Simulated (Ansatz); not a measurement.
# Se: the cost of one run

Program: Ansatz 0.2.0. Level of theory: DFT LDA, scalar-relativistic. These are calculated values, not measurements.

## 1. The system as given

It takes space group P3_221 (No. 154, trigonal). Conventional cell: a = 4.355 Å, b = 4.355 Å, c = 4.949 Å, α = 90.00°, β = 90.00°, γ = 120.00°. Se (site symmetry 2) is surrounded by 2 Se at 2.32 Å.

Structure file:

```
CELL_PARAMETERS angstrom
4.35517 0.00000 0.00000
-2.17758 3.77169 0.00000
0.00000 0.00000 4.94945
ATOMIC_POSITIONS crystal
Se 0.21700 0.00000 0.16667
Se 0.00000 0.21700 0.83333
Se 0.78300 0.78300 0.50000
```

Atoms are numbered in the order of the input: Se1, Se2, Se3.

## 2. After the deformation

Space group P3_221 before, P3_221 after.

## 3. All-electron LAPW

Contents of input.yaml:

```yaml
crystal:
  lattice:
    - [4.3551696776, 0.0, 0.0]
    - [-2.1775848388, 3.7716875786, 0.0]
    - [0.0, 0.0, 4.850461]
  atoms:
    - { symbol: Se, position: [0.217, 0.0, 0.1666666667] }
    - { symbol: Se, position: [0.0, 0.217, 0.8333333333] }
    - { symbol: Se, position: [0.783, 0.783, 0.5] }
kpoints:
  mp_grid: { grid: [8, 8, 6] }
  band_path:
    path:
      - [0.0, 0.0, 0.0]
      - [0.5, 0.0, 0.0]
      - [0.3333333333, 0.3333333333, 0.0]
      - [0.0, 0.0, 0.0]
      - [0.0, 0.0, 0.5]
      - [0.5, 0.0, 0.5]
      - [0.3333333333, 0.3333333333, 0.5]
      - [0.0, 0.0, 0.5]
      - [0.5, 0.0, 0.5]
    npoints: 5
scf:
  occupations: { method: fermi_dirac, width: 0.03 }
hamiltonian:
  xc: lda
  pseudopotentials: { kind: all_electron, lapw: { basis_error: 0.0005 } }
output:
  forces: true
  stress: true
  eigenvalues: true
```

Run with:

```sh
$ ansatz run input.yaml --threads 1 --pin off --max-ram 6144MiB --backend cpu --events-out ev --progress --plain --runs-dir out
```

Q: Estimate wall time and peak memory on 1 thread of Intel Xeon Platinum 8488C (Sapphire Rapids), shared host.

About 89 s, with a peak of 0.54 GiB.
